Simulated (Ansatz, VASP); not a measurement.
Two plane-wave programs on MoH5

```
H Mo
1.0
     0.00000    3.02082    3.02082
     3.02082    0.00000    3.02082
     3.02082    3.02082    0.00000
H Mo
5 1
Direct
  0.12500 0.62500 0.62500
  0.62500 0.62500 0.62500
  0.62500 0.12500 0.62500
  0.62500 0.62500 0.12500
  0.25000 0.25000 0.25000
  0.00000 0.00000 0.00000
```

Change from the starting cell: species swapped into the ErCu5 type (F-43m, No. 216).

Alike in both runs: task single point; functional PBE; k mesh 6 × 6 × 6; occupations gaussian, width 0.1 eV; no spin polarisation.

|  | VASP | Ansatz |
| --- | --- | --- |
| version | VASP 6.6.1 | Ansatz 0.2.0 |
| potentials or method | VASP PAW PBE potentials, release 64 (H, Mo_sv) | scalar-relativistic, plane waves, PAW |
| plane-wave cutoff (eV) | 520 | 420 |
| valence electrons in the cell | 19 | 19 |

```csv
,VASP,Ansatz,Ansatz less VASP
gap on the k mesh at the Fermi level (eV),none,none,-
rms of the force components (eV/Å),0.162,0.162,0.0000
```

A gap of «none» marks a metal or a gap that the smearing closes. With one functional, cell and mesh, what is left measures potentials, basis and numerics.
